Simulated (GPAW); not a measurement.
# AgCl (Chlorargyrite) (Fm-3m) in GPAW: single point with LDA

Aim: the single point of AgCl (Chlorargyrite) with LDA.

Program: GPAW 26.7.0. These are calculated values, not measurements. Logs are shortened: lines on timing, memory, paths and dates and some standing lists are left out, and cuts for length are marked. The log counts tension as positive stress, the text compression.

**Measured values to compare with.**

A printed reference work, data compilation reports, for a bulk crystal of AgCl: band gap 3.249 eV (indirect).

How close the calculation comes is told below.

## Step 1: The crystal as given

It takes space group Fm-3m (No. 225, cubic). The conventional cell has a = 5.470 Å, b = 5.470 Å, c = 5.470 Å, α = 90.00°, β = 90.00°, γ = 90.00°. Around Ag (site symmetry m-3m) lie 6 Cl at 2.73 Å. Cl (site symmetry m-3m) is surrounded by 6 Ag at 2.73 Å.

## Step 2: Single point, LDA

run.py reads:

```python
from ase.dft.bandgap import bandgap
from ase.io import read, write
from ase.units import GPa
from gpaw import GPAW, PW

atoms = read('POSCAR')

calc = GPAW(mode=PW(600),
            xc='LDA',
            kpts={'size': (8, 8, 8), 'gamma': True},
            occupations={'name': 'methfessel-paxton', 'order': 0, 'width': 0.02},
            nbands=23,
            convergence={'density': 1e-05, 'energy': 1e-05},
            maxiter=150,
            txt='gpaw.txt')
atoms.calc = calc
energy = atoms.get_potential_energy()
forces = atoms.get_forces()
stress = atoms.get_stress()
calc.write('gs.gpw')
write('result.traj', atoms)
print(f'Energy: {energy:.6f} eV')
print('Forces (eV/A):')
print(forces.round(4))
print('Stress (GPa):', (stress / GPa).round(3))
print('Fermi level:', round(calc.get_fermi_level(), 4), 'eV')
print(f'Gap: {bandgap(calc)[0]:.4f} eV, direct: {bandgap(calc, direct=True)[0]:.4f} eV')
```

POSCAR reads:

```
AgCl
1.0
    0.0000000000      2.7350000000      2.7350000000
    2.7350000000      0.0000000000      2.7350000000
    2.7350000000      2.7350000000      0.0000000000
Ag Cl
1 1
Direct
    0.0000000000      0.0000000000      0.0000000000
    0.5000000000      0.5000000000      0.5000000000
```

Potentials or basis: the program's PAW data sets (release 1.2.1) made for this functional, pw.

Run with:

```bash
$ OMP_NUM_THREADS=1 python run.py
```

gpaw.txt:

```text
__  _  _
 | _ |_)|_||  |
 |__||  | ||/\| - 26.7.0

Input parameters:
  mode=PW(ecut=600.0),
  convergence={'density': 1e-05, 'energy': 1e-05},
  kpts=MonkhorstPack(size=(8, 8, 8), gamma=True),
  maxiter=150,
  nbands=23,
  occupations=Occupations(name='methfessel-paxton', order=0, width=0.02),
  xc=XC(name='LDA')

Diagonalizing LCAO Hamiltonian
Converting LCAO to pw mode

                Cl

       Ag

Atoms  # Å, Bohr magnetons
|   | symbol |        x |        y |        z |    initial magnetic moments |
|---|--------|----------|----------|----------|-----------------------------|
| 0 |     Ag | 0.000000 | 0.000000 | 0.000000 | ( 0.0000,  0.0000,  0.0000) |
| 1 |     Cl | 2.735000 | 2.735000 | 2.735000 | ( 0.0000,  0.0000,  0.0000) |

Unit cell  # Å
| periodic |        x |        y |        z |  lengths |    angles |
|----------|----------|----------|----------|----------|-----------|
|      yes | 0.000000 | 2.735000 | 2.735000 | 3.867874 | 60.000000 |
|      yes | 2.735000 | 0.000000 | 2.735000 | 3.867874 | 60.000000 |
|      yes | 2.735000 | 2.735000 | 0.000000 | 3.867874 | 60.000000 |

Number of symmetries: 48
Symmetry operations  # r_c * U_cc + t_c -> r_c
|    | kind |            matrix            |
|----|------|------------------------------|
|  0 |  σ   |  1, 0, 0,  1, 0,-1,  1,-1, 0 |
|  1 |  C2  |  1, 0, 0,  1,-1, 0,  1, 0,-1 |
|  2 |  E   |  1, 0, 0,  0, 1, 0,  0, 0, 1 |
|  3 |  σ   |  1, 0, 0,  0, 0, 1,  0, 1, 0 |
|  4 |  C4  |  1, 0,-1,  1, 0, 0,  1,-1, 0 |
|  5 |  S6  |  1, 0,-1,  1,-1, 0,  1, 0, 0 |
|  6 |  σ   |  1, 0,-1,  0, 1,-1,  0, 0,-1 |
|  7 |  C3  |  1, 0,-1,  0, 0,-1,  0, 1,-1 |
|  8 |  S6  |  1,-1, 0,  1, 0, 0,  1, 0,-1 |
|  9 |  C4  |  1,-1, 0,  1, 0,-1,  1, 0, 0 |
| 10 |  C3  |  1,-1, 0,  0,-1, 1,  0,-1, 0 |
| 11 |  σ   |  1,-1, 0,  0,-1, 0,  0,-1, 1 |
| 12 |  σ   |  0, 1, 0,  1, 0, 0,  0, 0, 1 |
| 13 |  C4  |  0, 1, 0,  0, 1,-1, -1, 1, 0 |
| 14 |  C3  |  0, 1, 0,  0, 0, 1,  1, 0, 0 |
| 15 |  S6  |  0, 1, 0, -1, 1, 0,  0, 1,-1 |
| 16 |  C2  |  0, 1,-1,  1, 0,-1,  0, 0,-1 |
| 17 |  σ   |  0, 1,-1,  0, 1, 0, -1, 1, 0 |
| 18 |  S4  |  0, 1,-1,  0, 0,-1,  1, 0,-1 |
| 19 |  C4  |  0, 1,-1, -1, 1, 0,  0, 1, 0 |
| 20 |  C3  |  0, 0, 1,  1, 0, 0,  0, 1, 0 |
| 21 |  σ   |  0, 0, 1,  0, 1, 0,  1, 0, 0 |
| 22 |  S6  |  0, 0, 1,  0,-1, 1, -1, 0, 1 |
| 23 |  C4  |  0, 0, 1, -1, 0, 1,  0,-1, 1 |
| 24 |  S4  |  0, 0,-1,  1, 0,-1,  0, 1,-1 |
| 25 |  C3  |  0, 0,-1,  0, 1,-1,  1, 0,-1 |
| 26 |  C2  |  0, 0,-1,  0,-1, 0, -1, 0, 0 |
| 27 |  S6  |  0, 0,-1, -1, 0, 0,  0,-1, 0 |
| 28 |  S4  |  0,-1, 1,  1,-1, 0,  0,-1, 0 |
| 29 |  C4  |  0,-1, 1,  0, 0, 1, -1, 0, 1 |
| 30 |  C2  |  0,-1, 1,  0,-1, 0,  1,-1, 0 |
| 31 |  σ   |  0,-1, 1, -1, 0, 1,  0, 0, 1 |
| 32 |  C3  |  0,-1, 0,  1,-1, 0,  0,-1, 1 |
| 33 |  S6  |  0,-1, 0,  0, 0,-1, -1, 0, 0 |
| 34 |  S4  |  0,-1, 0,  0,-1, 1,  1,-1, 0 |
| 35 |  C2  |  0,-1, 0, -1, 0, 0,  0, 0,-1 |
| 36 |  C2  | -1, 1, 0,  0, 1, 0,  0, 1,-1 |
| 37 |  S6  | -1, 1, 0,  0, 1,-1,  0, 1, 0 |
| 38 |  S4  | -1, 1, 0, -1, 0, 1, -1, 0, 0 |
| 39 |  C3  | -1, 1, 0, -1, 0, 0, -1, 0, 1 |
| 40 |  S6  | -1, 0, 1,  0, 0, 1,  0,-1, 1 |
| 41 |  C2  | -1, 0, 1,  0,-1, 1,  0, 0, 1 |
| 42 |  C3  | -1, 0, 1, -1, 1, 0, -1, 0, 0 |
| 43 |  S4  | -1, 0, 1, -1, 0, 0, -1, 1, 0 |
| 44 |  C2  | -1, 0, 0,  0, 0,-1,  0,-1, 0 |
| 45 |  i   | -1, 0, 0,  0,-1, 0,  0, 0,-1 |
| 46 |  σ   | -1, 0, 0, -1, 1, 0, -1, 0, 1 |
| 47 |  C2  | -1, 0, 0, -1, 0, 1, -1, 1, 0 |

BZ-sampling:
  Number of BZ points: 512
  Number of IBZ points: 29

  Monkhorst-Pack size: [8, 8, 8]
  Monkhorst-Pack shift: [0.0625, 0.0625, 0.0625]

K-points  # in reciprocal-cell coordinates
|     |                                coordinates |     weight |
|-----|--------------------------------------------|------------|
|   0 | (  0.00000000,   0.00000000,   0.00000000) | 0.00195312 |
|   1 | (  0.12500000,   0.12500000,   0.00000000) | 0.01171875 |
|   2 | (  0.12500000,   0.12500000,   0.12500000) | 0.01562500 |
|   3 | (  0.25000000,   0.12500000,   0.12500000) | 0.02343750 |
|   4 | (  0.25000000,   0.25000000,   0.00000000) | 0.01171875 |
|   5 | (  0.25000000,   0.25000000,   0.12500000) | 0.04687500 |
|   6 | (  0.25000000,   0.25000000,   0.25000000) | 0.01562500 |
|   7 | (  0.37500000,   0.25000000,  -0.37500000) | 0.04687500 |
|   8 | (  0.37500000,   0.25000000,   0.12500000) | 0.04687500 |
|   9 | (  0.37500000,   0.25000000,   0.25000000) | 0.04687500 |
| ... |                                            |            |
|  28 | (  0.50000000,   0.50000000,   0.50000000) | 0.00781250 |

Plane wave coefficients: 1384
Cutoff: 600.0 eV

Spin-components: 1 (collinear spins)
Bands:           23
Projectors:      11
Spin-degeneracy: 2
Datatype:        complex128

Parallelization:
  kpt:    1
  domain: 1
  band:   1

Density:
  Valence electrons: 24.0
  Components: 1
  Grid points: [24 24 24]
  Charge: 0.0  # |e|

Potential:
  Grid points: [24 24 24]

species:
  Ag:
    name:    Silver
    Z:       47.0
    valence: 17
    core:    30
    charge:  0.0  # [|e|]
    compensation charges:
      type: gauss
      rc: 0.40  # [Å]
      lmax: 2
    cutoffs:
      filter: 2.35  # [Å]
      core: 2.19  # [Å]
    projectors
    | kind |    occ | energy [eV] | rcut [Å] |
    |------|--------|-------------|----------|
    |   5s |  1.000 |      -4.708 |    1.286 |
    |   4p |  6.000 |     -58.678 |    1.328 |
    |   5p |  0.000 |      -0.844 |    1.328 |
    |   4d | 10.000 |      -7.664 |    1.180 |
    |    s |        |      22.503 |    1.286 |
    |    d |        |      19.547 |    1.180 |

    Using partial waves for Ag as LCAO basis

  Cl:
    name:    Chlorine
    Z:       17.0
    valence: 7
    core:    10
    charge:  0.0  # [|e|]
    compensation charges:
      type: gauss
      rc: 0.25  # [Å]
      lmax: 2
    cutoffs:
      filter: 1.40  # [Å]
      core: 1.49  # [Å]
    projectors
    | kind |    occ | energy [eV] | rcut [Å] |
    |------|--------|-------------|----------|
    |   3s |  2.000 |     -20.688 |    0.794 |
    |   3p |  5.000 |      -8.701 |    0.794 |
    |    s |        |       6.523 |    0.794 |
    |    p |        |      18.511 |    0.794 |
    |    d |        |       0.000 |    0.794 |

    Using partial waves for Cl as LCAO basis

Reference energy: -156983.661887  # eV

eigensolver:
  PPCG
  Converge bands: occupied
  niter=2

density mixing:
  MSR1-Mixer
  Pratt-step length: 0.05
  Maximum mixing coefficient: 0.75
  Old densities: 10
  SVD Regularization: 0.005
  Good broyden scale: 1.0
  Trust region scale: 1.0
  Backstep threshold: 4.0
  History deletion threshold: 6.0
  Fourier metric: weight=20.0, sigma=0.015

occupation numbers:
  Methfessel-Paxton:
    width: 0.0200  # eV
    order: 0

poisson solver:
  ecut: 4800.0  # eV

xc functional:
  name: None

convergence criteria:
- Maximum integral of absolute [dens]ity change: 1e-05 electrons / valence electron
- Maximum [total energy] change in last 3 cyles: 1e-05 eV / valence electron
- Maximum integral of absolute [eigenst]ate change: 4e-08 eV^2 / valence electron
maximum number of iterations: 150

SCF iterations
|iter     | |      energy | eigst |  dens |
|---------|-|-------------|-------|-------|
|iter:   1| |   -7.013506 | -0.48 |       |
|iter:   2| |   -6.987800 | -2.26 | -1.58 |
|iter:   3| |   -6.882503 | -2.54 | -1.62 |
|iter:   4| |   -6.879485 | -4.11 | -2.06 |
|iter:   5| |   -6.878762 | -4.58 | -2.50 |
|iter:   6| |   -6.878764 | -6.02 | -3.21 |
|iter:   7| |   -6.878764c| -7.46c| -3.84 |
|iter:   8| |   -6.878764c| -8.15c| -4.85 |
|iter:   9| |   -6.878764c| -8.92c| -5.83c|

Converged in 9 steps
Energy contributions relative to reference atoms: (reference = -156983.661887)

Energy contributions:
  Kinetic:           6.877212
  Coulomb:          -6.727328
  Zero:              0.030693
  External:          0.000000
  Xc:               -7.059341
  Entropy:          -0.000000
  Spinorbit:         0.000000
  ----------------------------
  Free energy:      -6.878764
  Extrapolated:     -6.878764

dipole moment: (-16.809736, -16.809736, -16.809736)  # |e|*Ang

Fermi level: 4.674
Eigenvalues  # (at kpt = [0.000, 0.000, 0.000])
| band index |      eig [eV] | occ [0-2] |
|------------|---------------|-----------|
|          0 |       -49.065 |     2.000 |
|        ... |               |           |
|          4 |         1.583 |     2.000 |
|          5 |         1.583 |     2.000 |
|          6 |         1.583 |     2.000 |
|          7 |         1.624 |     2.000 |
|          8 |         1.624 |     2.000 |
|          9 |         1.781 |     2.000 |
|         10 |         1.781 |     2.000 |
|         11 |         1.781 |     2.000 |
|         12 |         4.878 |     0.000 |
|         13 |        14.829 |     0.000 |
|         14 |        14.829 |     0.000 |
|         15 |        14.829 |     0.000 |
|         16 |        16.287 |     0.000 |
|         17 |        17.557 |     0.000 |
|         18 |        17.557 |     0.000 |
|         19 |        17.557 |     0.000 |
|        ... |               |           |
|         22 |        24.225 |     0.000 |

Gap: 0.596 eV
Transition (v -> c):
  (s=0, k=28, n=11, [0.50, 0.50, 0.50]) -> (s=0, k=0, n=12, [0.00, 0.00, 0.00])
Direct/indirect transitions are different
Direct gap: 3.082 eV
Transition at: (s=0, k=2, n=11, [0.12, 0.12, 0.12])

Forces  # eV/Ang
|       x |       y |        z |
|---------|---------|----------|
| 0.00000 | 0.00000 | -0.00000 |  # Ag   0
| 0.00000 | 0.00000 |  0.00000 |  # Cl   1

Stress tensor  # eV/Ang^3
|        x |        y |        z |
|----------|----------|----------|
| 0.022875 | 0.000000 | 0.000000 |
| 0.000000 | 0.022875 | 0.000000 |
| 0.000000 | 0.000000 | 0.022875 |

# Writing to gs.gpw (mode='')
```

Run time: 19 s. Hardware: 1 thread of Arm Neoverse V1, shared host; peak memory 0.16 GiB.

Results:

```yaml
Free_energy: -6.8788 eV
Pressure: -3.7 GPa
Band_gap_on_the_k_mesh: 0.60 eV, indirect (least direct gap 3.08 eV)
```

## Step 3: How close it comes

Step 2. A measured gap of AgCl is 3.249 eV (indirect; a printed reference work, data compilation); the calculated 0.60 eV misses it by -2.65 eV. So large a miss can be the level of theory's own, or it may mean another phase, state or a wrong row. Spin-orbit coupling on Ag is left out. The value is that of LDA on a finite k mesh, which can miss the band edges, without temperature or zero-point motion. Semilocal functionals fall short of measured gaps as a rule.
